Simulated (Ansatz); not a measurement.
The cell is COD entry 1537865, as deposited and not checked against the literature; nothing was relaxed. It is an old determination, and later ones may differ. The listed cell was then made from it by scaling, straining or moving an atom.

TiS₂: DFT, PBE, PAW with Ansatz's default frozen-core files, scalar-relativistic (Ansatz 0.2.0). What sets it apart from a plain run of this crystal: equal xx and yy strain of +1 %.

Command: `ansatz run input.yaml --threads 1 --pin off --max-ram 6144MiB --backend cpu --events-out ev --progress --plain --runs-dir out` The run took 7.6 s on 1 thread of Arm Neoverse V1 (shared host), peak memory 0.42 GiB.

```yaml
crystal:
  lattice:
    - [3.4461205783, 0.0, 0.0]
    - [-1.7230602892, 2.9844279653, 0.0]
    - [0.0, 0.0, 5.695]
  atoms:
    - { symbol: Ti, position: [0.0, 0.0, 0.0] }
    - { symbol: S, position: [0.3333333333, 0.6666666667, 0.25] }
    - { symbol: S, position: [0.6666666667, 0.3333333333, 0.75] }
kpoints:
  mp_grid: { grid: [14, 14, 7] }
scf:
  occupations: { method: fermi_dirac, width: 0.05 }
hamiltonian:
  xc: pbe
  pseudopotentials: { kind: paw }
output:
  forces: true
  stress: true
  eigenvalues: true
  efg: { contact_densities: true }
```

Output (standing set-up lines are left out):

```
Crystal: 3 atoms, lattice volume = 58.571 Å³
SCF iter   1: F=—  HF=-4307.661224 eV  |F-HF|=—  |Δ(HF+E_count)|=         —  Δρ=3.68e-3  dr2=1.35e-2  ethr=1.77e-3  ⟨swp⟩=5.0  Hψ=12503  notcnv=0
preconditioner: auto → Kerker (q_TF=auto, 2.351 Å⁻¹)  [metal: Δε(μ)=0.034 eV  Ē_g=6.894 eV  σ=0.050 eV  W_gap=0.17  n_scr=10 (ndim 8)  ℏωp=19.4 eV  f_vac=0.009  D(μ)=0.29/eV (n_scr^D=0)]
SCF iter   2: F=—  HF=-4307.659917 eV  |F-HF|=—  |Δ(HF+E_count)|=   1.31e-3  Δρ=1.78e-3  dr2=3.32e-3  ethr=5.64e-5  ⟨swp⟩=1.4  Hψ=3523  notcnv=0
SCF iter   3: F=—  HF=-4307.659811 eV  |F-HF|=—  |Δ(HF+E_count)|=   1.06e-4  Δρ=2.09e-4  dr2=6.06e-5  ethr=1.38e-5  ⟨swp⟩=2.0  Hψ=2543  notcnv=0
SCF iter   4: F=—  HF=-4307.659842 eV  |F-HF|=—  |Δ(HF+E_count)|=   3.06e-5  Δρ=6.37e-5  dr2=3.46e-6  ethr=2.52e-7  ⟨swp⟩=2.4  Hψ=3321  notcnv=0
SCF iter   5: F=—  HF=-4307.659842 eV  |F-HF|=—  |Δ(HF+E_count)|=   7.92e-7  Δρ=1.78e-5  dr2=5.04e-7  ethr=1.44e-8  ⟨swp⟩=2.0  Hψ=3121  notcnv=0
SCF iter   6: F=-4307.659843 eV  HF=-4307.659843 eV  |F-HF|=9.79e-10  |Δ(HF+E_count)|=   1.80e-7  Δρ=4.85e-6  dr2=3.27e-8  ethr=4.17e-10  ⟨swp⟩=4.4  Hψ=7609  notcnv=0
SCF 1 converged in 6 iterations: F = -4307.659843 eV  dr2 = 3.27e-8
  greatest PAW one-centre occupation: 0.999 electrons in one spin orbital (limit 2), on the Ti atom at site 0 (counted from 0), in its partial waves of l = 0
SCF converged after 6 iterations
Free energy (F): -4307.659843 eV
Harris-Foulkes:  -4307.659843 eV  (|F-HF|=9.79e-10)
Internal energy: -4307.656765 eV  (E = F + TS)
E sigma→0 (E₀):  -4307.658304 eV
Entropy (-TS):   -0.003077 eV (-1.026 meV/atom)
Fermi energy:    7.541219 eV
--- Per-component energies (eV) ---
  E_band       = -220.673271
  E_kinetic    = 483.743818
  E_local      = -1571.833264  (includes V_loc(G=0)·N_el)
  E_nonlocal   = 62.662782
  E_hartree    = 640.086944
  E_xc         = -291.938073
  E_vxc        = -297.121620  (∫ρ·V_xc dr)
  E_paw        = -2246.647041  (= ΣΔE_a)
  E_vpaw       = -178.303004  (= ΣTr[D̂ρ^β])
  E_aug_tail   = 0.000129  (compensation charges beyond the density's cutoff)
  E_ewald      = -1383.732060
  E_smearing   = -0.003077  (= −TS)
  E_closure    = 0.000000  (closes the sum)
  Σ components = -4307.659843   (vs F -4307.659843, Δ=0.00e0)
--- Forces (eV/Å), atoms counted from 1 ---
  atom   1  Ti     0.00000000     0.00000000     0.00000000
  atom   2  S     -0.00000000    -0.00000000    -0.30364217
  atom   3  S      0.00000000     0.00000000     0.30364217
  max |Σ_I F_I| component: 3.94e-31 eV/Å
--- Stress (GPa, compression-positive) ---
       -2.058106      -0.000000       0.000000
       -0.000000      -2.058106       0.000000
        0.000000       0.000000      -0.329139
  P = ⅓ Tr σ = -1.4818 GPa (-14.818 kbar)
--- PAW observables at the nuclei: V_zz in 10²¹ V/m², potentials from the cell's mean, atoms counted from 1 ---
  atom   1  Ti V_zz =    -1.820975   η = 0.0000   by run symmetry: allowed
            electrostatic potential = -2524.643483 V   contact ρ = 56786.200633 e/Å³
  atom   2  S  V_zz =    -0.995614   η = 0.0000   by run symmetry: allowed
            electrostatic potential = -1633.578905 V   contact ρ = 19769.940332 e/Å³
  atom   3  S  V_zz =    -0.995614   η = 0.0000   by run symmetry: allowed
            electrostatic potential = -1633.578905 V   contact ρ = 19769.940332 e/Å³
--- Band table (eV; the first three rows and the last of 144) ---
  k-point 0: bands = ["-50.1623", "-26.3819", "-26.3432", "-26.3432", "-6.0999", "-4.4487", "2.3300", "4.7789", "4.7789", "7.5514", "7.5609", "7.5609", "8.0069", "8.0069", "8.4561", "10.8879"]
  k-point 1: bands = ["-50.1623", "-26.3820", "-26.3432", "-26.3432", "-6.0502", "-4.5396", "2.5226", "4.7874", "4.7874", "7.0750", "7.5259", "7.5259", "8.0040", "8.0040", "8.6691", "10.9431"]
  k-point 2: bands = ["-50.1623", "-26.3820", "-26.3432", "-26.3432", "-5.9148", "-4.7635", "3.0418", "4.8068", "4.8068", "6.1943", "7.4502", "7.4502", "7.9967", "7.9967", "8.8858", "11.0675"]
  k-point 143: bands = ["-50.1509", "-26.4300", "-26.4125", "-26.3571", "-4.3296", "-4.2747", "3.1342", "3.2708", "3.9063", "4.6343", "5.3393", "5.4633", "8.5827", "8.9664", "9.0147", "10.8567"]
```
